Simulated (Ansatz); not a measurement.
# InSe (P-6m2) in Ansatz: a series of runs, part 2 of 2

Ansatz 0.2.0. The steps go on from the part before.

### 3 Band structure, revPBE

The input, input.yaml:

```yaml
crystal:
  lattice:
    - [4.0473293151, 0.0, 0.0]
    - [-2.0236646576, 3.5050900044, 0.0]
    - [0.0, 0.0, 18.05206491]
  atoms:
    - { symbol: In, position: [0.3333333333, 0.6666666667, 0.07739049] }
    - { symbol: In, position: [0.3333333333, 0.6666666667, 0.92260951] }
    - { symbol: In, position: [0.0, 0.0, 0.42260632] }
    - { symbol: In, position: [0.0, 0.0, 0.57739368] }
    - { symbol: Se, position: [0.3333333333, 0.6666666667, 0.35298428] }
    - { symbol: Se, position: [0.3333333333, 0.6666666667, 0.64701572] }
    - { symbol: Se, position: [0.6666666667, 0.3333333333, 0.14699993] }
    - { symbol: Se, position: [0.6666666667, 0.3333333333, 0.85300007] }
hamiltonian:
  xc: revpbe
  pseudopotentials: { kind: paw }
kpoints:
  mp_grid: { grid: [6, 6, 2] }
  band_path:
    path:
      - [[0.0, 0.0, 0.0], [0.5, 0.0, 0.0], [0.3333333333, 0.3333333333, 0.0], [0.0, 0.0, 0.0], [0.0, 0.0, 0.5], [0.5, 0.0, 0.5], [0.3333333333, 0.3333333333, 0.5], [0.0, 0.0, 0.5]]
      - [[0.5, 0.0, 0.5], [0.5, 0.0, 0.0]]
      - [[0.3333333333, 0.3333333333, 0.0], [0.3333333333, 0.3333333333, 0.5]]
    npoints: 10
scf:
  occupations: { method: fermi_dirac, width: 0.05 }
  n_extra_bands: 20
output:
  forces: true
  stress: true
  eigenvalues: true
  fatbands: true
```

Potentials or basis: Ansatz PAW.

Run with:

```console
ansatz run input.yaml --threads 4 --pin off --max-ram 11264MiB --backend cpu --events-out ev --progress --plain --runs-dir out
```

The program printed:

```text
Warning: RAYON_NUM_THREADS=4 ignored (pool sized by the plan → 4); use --threads N
scf.n_extra_bands = 20 over 58 filled bands (N_el = 116.0): the run solves 78 bands
Engine: ansatz 0.2.0, aarch64-unknown-linux-gnu
Pseudopotentials: kind: paw
Pseudopotential: In, paw, valence charge 13, recommended cutoff 420 eV (normal), In.paw.azcp
Pseudopotential: Se, paw, valence charge 16, recommended cutoff 420 eV (normal), Se.paw.azcp
Functional definition: revPBE
  parameter kappa = 1.245
  parameter beta = 0.06672455060314922
  exchange = pbe_x(kappa = kappa, mu = beta*pi^2/3)
  correlation = pbe_c(beta = beta)
Crystal: 8 atoms, lattice volume = 256.091 Å³
Basis set: ecut = 420 eV, 4981 PW (Γ), exchange–correlation on 60×60×250 points (8 copies of the dense FFT grid, shifted against one another)
Bands: 78, of which v1, the nominal top of the filled ones, is band 58 counted from 1 (57 counted from 0)
Symmetry: 12 space group operations
Space group: P-6m2 (ITA 187), of the structure as read, at distance tolerance 6.4e-5 Å
k-points: 14 of 72 (time reversal used)
Non-local potential: In, projectors of the file, l = 0: 2, l = 1: 2, l = 2: 2, l = 3: 2
Non-local potential: Se, projectors of the file, l = 0: 2, l = 1: 2, l = 2: 3, l = 3: 1
PAW form: soft (Blöchl's): semilocal exchange-correlation on the pseudo side does not see the compensation charge
PAW frozen core: In, regenerated for the run's functional, and the local potential with it (the file was generated under x = pbe(κ = 0.804, μ = 0.2195149727645171), c = pbe(β = 0.06672455060314922))
PAW frozen core: Se, regenerated for the run's functional, and the local potential with it (the file was generated under x = pbe(κ = 0.804, μ = 0.2195149727645171), c = pbe(β = 0.06672455060314922))
PAW one-centre angular grid: In, 590 points (default); XC on 64 Gauss nodes
PAW one-centre angular grid: Se, 590 points (default); XC on 64 Gauss nodes
Initial density: superposition of atomic densities (neutral atoms: chi_scale 0, normalization atom), corrected by the library's trained network
Initial wavefunctions: pseudopotential atomic-orbital guess
Functional: x = revpbe(κ = 1.245, μ = 0.2195149727645171), c = pbe(β = 0.06672455060314922)
SCF iter   1: F=—  HF=-44313.203635 eV  |F-HF|=—  |Δ(HF+E_count)|=         —  Δρ=2.17e-3  dr2=8.22e-3  ethr=1.77e-3  ⟨swp⟩=6.0  Hψ=4262  notcnv=0  defer=69
preconditioner: auto → Resta (q_TF=auto, 2.391 Å⁻¹)  ε∞=2.7  [insulator: Δε(μ)=0.832 eV  Ē_g=15.493 eV  σ=0.050 eV  W_gap=1.00  n_scr=66 (ndim 8)  ℏωp=20.2 eV  f_vac=0.164  D(μ)=0.00/eV (n_scr^D=0)  ε∞_Penn≈2.7]
SCF iter   2: F=—  HF=-44313.198724 eV  |F-HF|=—  |Δ(HF+E_count)|=   4.91e-3  Δρ=8.03e-4  dr2=1.36e-3  ethr=7.09e-6  ⟨swp⟩=2.0  Hψ=1809  notcnv=0  defer=130
SCF iter   3: F=—  HF=-44313.199287 eV  |F-HF|=—  |Δ(HF+E_count)|=   5.63e-4  Δρ=4.24e-4  dr2=3.78e-4  ethr=1.17e-6  ⟨swp⟩=2.0  Hψ=1079  notcnv=0  defer=130
SCF iter   4: F=—  HF=-44313.199704 eV  |F-HF|=—  |Δ(HF+E_count)|=   4.17e-4  Δρ=1.13e-4  dr2=6.07e-5  ethr=3.25e-7  ⟨swp⟩=2.0  Hψ=1149  notcnv=0  defer=130
SCF iter   5: F=—  HF=-44313.199717 eV  |F-HF|=—  |Δ(HF+E_count)|=   1.35e-5  Δρ=4.01e-5  dr2=8.34e-6  ethr=5.23e-8  ⟨swp⟩=3.0  Hψ=1736  notcnv=0  defer=130
SCF iter   6: F=—  HF=-44313.199737 eV  |F-HF|=—  |Δ(HF+E_count)|=   1.93e-5  Δρ=1.16e-5  dr2=4.78e-7  ethr=7.19e-9  ⟨swp⟩=2.6  Hψ=1492  notcnv=0  defer=130
SCF iter   7: F=-44313.199738 eV  HF=-44313.199738 eV  |F-HF|=5.82e-8  |Δ(HF+E_count)|=   1.21e-6  Δρ=4.65e-6  dr2=7.28e-8  ethr=8.62e-11  ⟨swp⟩=12.6  Hψ=6065  notcnv=0
SCF 1 converged in 7 iterations: F = -44313.199738 eV  dr2 = 7.28e-8
NSCF: frozen V_eff on 93 k-points
SCF converged after 7 iterations
Free energy (F): -44313.199738 eV
Harris-Foulkes:  -44313.199738 eV  (|F-HF|=5.82e-8)
Internal energy: -44313.199730 eV  (E = F + TS)
E sigma→0 (E₀):  -44313.199734 eV
Entropy (-TS):   -0.000008 eV (-0.001 meV/atom)
Fermi energy:    6.446880 eV
--- Per-component energies (eV) ---
  E_band       = -1935.177310
  E_kinetic    = 1444.345837
  E_local      = -16963.863338  (includes V_loc(G=0)·N_el)
  E_nonlocal   = -919.729157
  E_hartree    = 7811.876809
  E_xc         = -1278.876789
  E_vxc        = -786.683292  (∫ρ·V_xc dr)
  E_paw        = -24304.677084  (= ΣΔE_a)
  E_vpaw       = -333.011708  (= ΣTr[D̂ρ^β])
  E_aug_tail   = -0.002289  (compensation charges beyond the density's cutoff)
  E_ewald      = -10101.677288
  E_core_change = -0.596431  (= ΣΔE_core)
  E_smearing   = -0.000008  (= −TS)
  E_closure    = 0.000000  (closes the sum)
  Σ components = -44313.199738   (vs F -44313.199738, Δ=0.00e0)
--- Forces (eV/Å), atoms counted from 1 ---
  atom   1  In    -0.00000000     0.00000000    -0.11361615
  atom   2  In    -0.00000000     0.00000000     0.11361615
  atom   3  In    -0.00000000     0.00000000     0.11203755
  atom   4  In    -0.00000000     0.00000000    -0.11203755
  atom   5  Se     0.00000000     0.00000000    -0.30562634
  atom   6  Se     0.00000000     0.00000000     0.30562634
  atom   7  Se     0.00000000    -0.00000000     0.30740641
  atom   8  Se     0.00000000    -0.00000000    -0.30740641
  max |Σ_I F_I| component: 5.09e-17 eV/Å
--- Stress (GPa, compression-positive) ---
        2.608103       0.000000       0.000000
       -0.000000       2.608103       0.000000
        0.000000       0.000000       2.482392
  P = ⅓ Tr σ = 2.5662 GPa (25.662 kbar)
--- Band table (eV; the first three rows and the last of 14) ---
  k-point 0: bands = ["-41.0998", "-41.0998", "-41.0998", "-41.0998", "-41.0954", "-41.0954", "-41.0954", "-41.0954", "-41.0649", "-41.0649", "-41.0649", "-41.0649", "-41.0605", "-41.0605", "-41.0605", "-41.0605", "-41.0522", "-41.0522", "-41.0478", "-41.0478", "-8.5294", "-8.5262", "-8.3446", "-8.3446", "-8.3414", "-8.3414", "-8.2627", "-8.2627", "-8.2595", "-8.2595", "-8.2528", "-8.2528", "-8.2496", "-8.2496", "-8.0763", "-8.0763", "-8.0731", "-8.0731", "-8.0545", "-8.0508", "-7.0286", "-6.9559", "-6.8892", "-6.8131", "0.2036", "0.3456", "2.3599", "2.7975", "4.9459", "4.9459", "4.9915", "4.9915", "5.0218", "5.0218", "5.0696", "5.0696", "5.1236", "6.0179", "6.8561", "7.5916", "8.3500", "8.3902", "10.5285", "10.5285", "10.5572", "10.5572", "11.7907", "11.7907", "11.8365", "11.8365", "11.8971", "11.9674", "13.1273", "13.8341", "14.1925", "14.5712", "15.1101", "15.1101"]
  k-point 1: bands = ["-41.0998", "-41.0998", "-41.0998", "-41.0998", "-41.0954", "-41.0954", "-41.0954", "-41.0954", "-41.0649", "-41.0649", "-41.0649", "-41.0649", "-41.0605", "-41.0605", "-41.0605", "-41.0605", "-41.0522", "-41.0522", "-41.0478", "-41.0478", "-8.5294", "-8.5262", "-8.3446", "-8.3446", "-8.3414", "-8.3414", "-8.2627", "-8.2627", "-8.2595", "-8.2595", "-8.2529", "-8.2529", "-8.2496", "-8.2496", "-8.0763", "-8.0763", "-8.0731", "-8.0731", "-8.0543", "-8.0510", "-7.0029", "-6.9998", "-6.8437", "-6.8404", "0.2686", "0.2728", "2.5648", "2.5707", "4.9610", "4.9610", "4.9634", "4.9634", "5.0510", "5.0510", "5.0534", "5.0534", "5.5032", "5.5145", "7.2867", "7.3017", "8.3718", "8.3795", "10.5413", "10.5413", "10.5439", "10.5439", "11.8126", "11.8126", "11.8147", "11.8147", "11.9237", "11.9276", "13.4058", "13.4168", "14.4386", "14.4724", "15.1862", "15.1862"]
  k-point 2: bands = ["-41.0998", "-41.0998", "-41.0998", "-41.0998", "-41.0954", "-41.0954", "-41.0954", "-41.0954", "-41.0649", "-41.0649", "-41.0649", "-41.0649", "-41.0606", "-41.0606", "-41.0605", "-41.0605", "-41.0521", "-41.0521", "-41.0478", "-41.0478", "-8.5325", "-8.5294", "-8.4176", "-8.4139", "-8.3549", "-8.3509", "-8.3413", "-8.3381", "-8.2594", "-8.2562", "-8.2452", "-8.2419", "-8.2399", "-8.2367", "-8.1141", "-8.1107", "-8.0785", "-8.0752", "-7.9882", "-7.9849", "-6.7687", "-6.7025", "-6.6450", "-6.5755", "0.3324", "0.4275", "2.3037", "2.4576", "3.7264", "3.8785", "3.9000", "4.3124", "4.6340", "4.6977", "4.7433", "4.8110", "5.3622", "5.8916", "7.9458", "8.2802", "8.9856", "9.0921", "9.9261", "10.0004", "10.7575", "10.7967", "10.8942", "11.0237", "12.2986", "12.3225", "12.3861", "12.4958", "12.7581", "13.4479", "13.5279", "14.4165", "14.7214", "14.9944"]
  k-point 13: bands = ["-41.0997", "-41.0997", "-41.0997", "-41.0997", "-41.0953", "-41.0953", "-41.0953", "-41.0953", "-41.0650", "-41.0650", "-41.0649", "-41.0649", "-41.0606", "-41.0606", "-41.0606", "-41.0606", "-41.0520", "-41.0520", "-41.0477", "-41.0477", "-8.6386", "-8.6355", "-8.5466", "-8.5434", "-8.4675", "-8.4643", "-8.3618", "-8.3587", "-8.2530", "-8.2497", "-8.2158", "-8.2126", "-8.2051", "-8.2018", "-8.1099", "-8.1084", "-8.1067", "-8.1051", "-7.9108", "-7.9074", "-5.7392", "-5.7354", "-5.6756", "-5.6718", "0.1200", "0.1227", "0.9093", "0.9110", "2.4292", "2.4392", "2.7355", "2.7500", "3.7901", "3.8092", "4.1738", "4.2556", "4.4970", "4.5761", "8.1941", "8.2435", "8.7174", "8.7817", "9.6488", "9.7460", "10.7090", "10.8591", "11.9365", "11.9433", "12.9133", "12.9842", "13.0253", "13.2397", "13.5146", "14.2234", "14.3033", "14.3218", "14.4828", "15.1479"]
```

It took 65 s on 4 threads of Arm Neoverse V2, shared host; peak memory 1.3 GiB.

Results:

```
Free energy             : -44313.1997 eV
Pressure                : 2.6 GPa
Largest force           : 0.307 eV/Å
Band gap on the k mesh  : 0.84 eV, direct
Band gap along the path : 0.84 eV, direct
```

Forces in eV/Å, atoms in the order of the input:
```
In   0.000  0.000 -0.114
In   0.000  0.000  0.114
In   0.000  0.000  0.112
In   0.000  0.000 -0.112
Se   0.000  0.000 -0.306
Se   0.000  0.000  0.306
Se   0.000  0.000  0.307
Se   0.000  0.000 -0.307
```

Stress tensor (GPa, compression positive):
```
2.61 0.00 0.00
0.00 2.61 0.00
0.00 0.00 2.48
```

Levels at the corners of the path, in eV from the valence-band top:
| point | band 55 | band 56 | band 57 | band 58 | band 59 | band 60 | band 61 | band 62 |
| --- | --- | --- | --- | --- | --- | --- | --- | --- |
| Γ | -0.95 | -0.95 | -0.89 | 0.00 | 0.84 | 1.57 | 2.33 | 2.37 |
| M | -1.93 | -1.86 | -1.42 | -1.30 | 1.79 | 1.80 | 2.01 | 2.01 |
| K | -1.77 | -1.76 | -1.52 | -1.49 | 2.21 | 2.22 | 2.70 | 2.74 |
| Γ | -0.95 | -0.95 | -0.89 | 0.00 | 0.84 | 1.57 | 2.33 | 2.37 |
| A | -0.96 | -0.96 | -0.51 | -0.50 | 1.27 | 1.28 | 2.35 | 2.36 |
| L | -1.89 | -1.89 | -1.36 | -1.32 | 1.70 | 1.78 | 2.00 | 2.14 |
| H | -1.84 | -1.76 | -1.52 | -1.44 | 2.18 | 2.23 | 2.70 | 2.76 |
| A | -0.96 | -0.96 | -0.51 | -0.50 | 1.27 | 1.28 | 2.35 | 2.36 |
| L | -1.89 | -1.89 | -1.36 | -1.32 | 1.70 | 1.78 | 2.00 | 2.14 |
| M | -1.93 | -1.86 | -1.42 | -1.30 | 1.79 | 1.80 | 2.01 | 2.01 |
| K | -1.77 | -1.76 | -1.52 | -1.49 | 2.21 | 2.22 | 2.70 | 2.74 |
| H | -1.84 | -1.76 | -1.52 | -1.44 | 2.18 | 2.23 | 2.70 | 2.76 |

Caveat: spin-orbit coupling is left out, which moves the levels of the heavy elements; this functional lacks dispersion, which binds the layers, so the pressure and a relaxed spacing across them are unreliable; the PAW data sets come from PBE, with cores solved anew for the run's functional, which leaves a small shift of forces and pressure. Expect the measured gap to be larger: semilocal functionals such as revPBE lack the derivative discontinuity.

### 4 Band structure, BLYP

input.yaml: that of step 3 with these lines changed.

```diff
@@ -15,3 +15,3 @@
 hamiltonian:
-  xc: revpbe
+  xc: blyp
   pseudopotentials: { kind: paw }
@@ -32,2 +32,2 @@
   eigenvalues: true
-  fatbands: true
+  fatbands: false
```

Potentials or basis: Ansatz PAW.

Run with:

```console
ansatz run input.yaml --threads 4 --pin off --max-ram 11264MiB --backend cpu --events-out ev --progress --plain --runs-dir out
```

The program printed:

```text
Warning: RAYON_NUM_THREADS=4 ignored (pool sized by the plan → 4); use --threads N
[... 80 lines left out ...]
  k-point 1: bands = ["-40.8537", "-40.8537", "-40.8537", "-40.8537", "-40.8509", "-40.8509", "-40.8509", "-40.8509", "-40.8192", "-40.8192", "-40.8192", "-40.8192", "-40.8165", "-40.8165", "-40.8165", "-40.8165", "-40.8064", "-40.8064", "-40.8037", "-40.8037", "-8.2846", "-8.2827", "-8.0960", "-8.0960", "-8.0941", "-8.0941", "-8.0124", "-8.0124", "-8.0104", "-8.0104", "-8.0040", "-8.0040", "-8.0020", "-8.0020", "-7.8274", "-7.8274", "-7.8254", "-7.8254", "-7.8094", "-7.8075", "-6.7913", "-6.7894", "-6.6313", "-6.6292", "0.4789", "0.4818", "2.7815", "2.7863", "5.2535", "5.2535", "5.2547", "5.2547", "5.3454", "5.3454", "5.3466", "5.3466", "5.7223", "5.7330", "7.4205", "7.4358", "8.5930", "8.6007", "10.7489", "10.7489", "10.7506", "10.7506", "12.0491", "12.0491", "12.0506", "12.0506", "12.1690", "12.1749", "13.5576", "13.5681", "14.8329", "14.8637", "15.5747", "15.5747"]
  k-point 2: bands = ["-40.8536", "-40.8536", "-40.8536", "-40.8536", "-40.8509", "-40.8509", "-40.8509", "-40.8509", "-40.8192", "-40.8192", "-40.8192", "-40.8192", "-40.8165", "-40.8165", "-40.8165", "-40.8165", "-40.8063", "-40.8063", "-40.8037", "-40.8037", "-8.2875", "-8.2856", "-8.1708", "-8.1680", "-8.1072", "-8.1039", "-8.0929", "-8.0910", "-8.0106", "-8.0087", "-7.9949", "-7.9930", "-7.9909", "-7.9889", "-7.8655", "-7.8634", "-7.8295", "-7.8275", "-7.7415", "-7.7395", "-6.5593", "-6.4926", "-6.4358", "-6.3659", "0.5351", "0.6276", "2.5203", "2.6727", "4.0052", "4.1499", "4.2007", "4.6103", "4.9266", "4.9927", "5.0372", "5.1075", "5.6062", "6.1555", "8.0545", "8.4082", "9.2104", "9.3281", "10.1497", "10.2338", "10.9585", "10.9989", "11.1305", "11.2750", "12.5361", "12.5460", "12.5997", "12.7346", "13.0347", "13.6445", "13.9151", "14.7128", "15.0964", "15.3588"]
  k-point 13: bands = ["-40.8535", "-40.8535", "-40.8535", "-40.8535", "-40.8508", "-40.8508", "-40.8508", "-40.8508", "-40.8192", "-40.8192", "-40.8192", "-40.8192", "-40.8166", "-40.8166", "-40.8166", "-40.8166", "-40.8062", "-40.8062", "-40.8036", "-40.8036", "-8.3931", "-8.3912", "-8.3004", "-8.2985", "-8.2228", "-8.2209", "-8.1138", "-8.1119", "-8.0042", "-8.0023", "-7.9667", "-7.9647", "-7.9556", "-7.9536", "-7.8604", "-7.8595", "-7.8584", "-7.8575", "-7.6640", "-7.6619", "-5.5442", "-5.5417", "-5.4813", "-5.4788", "0.3204", "0.3219", "1.1518", "1.1526", "2.7487", "2.7576", "3.0516", "3.0652", "4.0961", "4.1160", "4.4457", "4.5452", "4.7298", "4.8267", "8.4789", "8.5620", "8.8166", "8.9049", "9.9129", "10.0128", "10.9424", "11.1159", "12.1247", "12.1357", "13.0384", "13.1460", "13.1961", "13.4933", "13.7138", "14.4881", "14.5764", "14.5895", "14.6820", "15.4575"]
```

It took 33 s on 4 threads of Arm Neoverse V2, shared host; peak memory 1.3 GiB.

Results:

* Free energy: -44380.3971 eV
* Pressure: 3.9 GPa
* Largest force: 0.442 eV/Å
* Band gap on the k mesh: 0.65 eV, direct
* Band gap along the path: 0.65 eV, direct

Forces on the atoms (eV/Å):
```
In   0.000  0.000 -0.144
In   0.000  0.000  0.144
In   0.000  0.000  0.143
In   0.000  0.000 -0.143
Se   0.000  0.000 -0.440
Se   0.000  0.000  0.440
Se   0.000  0.000  0.442
Se   0.000  0.000 -0.442
```

Levels at the corners of the path, in eV from the valence-band top:
```
point  band 54  band 55  band 56  band 57  band 58  band 59  band 60  band 61  band 62  band 63
    Γ    -0.97    -0.95    -0.92    -0.92     0.00     0.65     1.45     2.29     2.33     4.45
    M    -1.91    -1.91    -1.82    -1.44    -1.31     1.65     1.81     1.87     2.04     3.75
    K    -2.18    -1.75    -1.73    -1.56    -1.52     2.26     2.26     2.53     2.57     3.68
    Γ    -0.97    -0.95    -0.92    -0.92     0.00     0.65     1.45     2.29     2.33     4.45
    A    -0.94    -0.94    -0.94    -0.56    -0.55     1.14     1.15     2.31     2.32     4.46
    L    -2.00    -1.86    -1.86    -1.38    -1.33     1.62     1.69     1.97     2.10     3.77
    H    -2.17    -1.84    -1.74    -1.55    -1.46     2.19     2.28     2.53     2.62     3.63
    A    -0.94    -0.94    -0.94    -0.56    -0.55     1.14     1.15     2.31     2.32     4.46
    L    -2.00    -1.86    -1.86    -1.38    -1.33     1.62     1.69     1.97     2.10     3.77
    M    -1.91    -1.91    -1.82    -1.44    -1.31     1.65     1.81     1.87     2.04     3.75
    K    -2.18    -1.75    -1.73    -1.56    -1.52     2.26     2.26     2.53     2.57     3.68
    H    -2.17    -1.84    -1.74    -1.55    -1.46     2.19     2.28     2.53     2.62     3.63
```

Caveat: spin-orbit coupling is left out, which moves the levels of the heavy elements; this functional lacks dispersion, which binds the layers, so the pressure and a relaxed spacing across them are unreliable; the PAW data sets come from PBE, with cores solved anew for the run's functional, which leaves a small shift of forces and pressure. As with any semilocal functional, this BLYP gap is likely too small.

### 5 Overview

| level | gap on the mesh (eV) | pressure (GPa) | largest force (eV/Å) |
| --- | --- | --- | --- |
| RPBE | 0.87 | 3.0 | 0.34 |
| revPBE | 0.84 | 2.6 | 0.31 |
| BLYP | 0.65 | 3.9 | 0.44 |

Alike in all rows: task band structure; potentials or basis Ansatz PAW; no spin polarisation; cell as given; k mesh 6 × 6 × 2; cutoff (eV) 420; smearing fermi-dirac 0.05 eV.

On the cell as given the gap runs from 0.65 eV (BLYP) to 0.87 eV (RPBE). The pressure there spans 2.6 GPa (revPBE) to 3.9 GPa (BLYP); a positive pressure means that this level wants a larger cell, a negative one a smaller.

Caveats: spin-orbit coupling is left out, which moves the levels of the heavy elements; this functional lacks dispersion, which binds the layers, so the pressure and a relaxed spacing across them are unreliable; the PAW data sets come from PBE, with cores solved anew for the run's functional, which leaves a small shift of forces and pressure.

Total energies depend on the potentials used, so only differences within one code and one set of settings carry meaning.
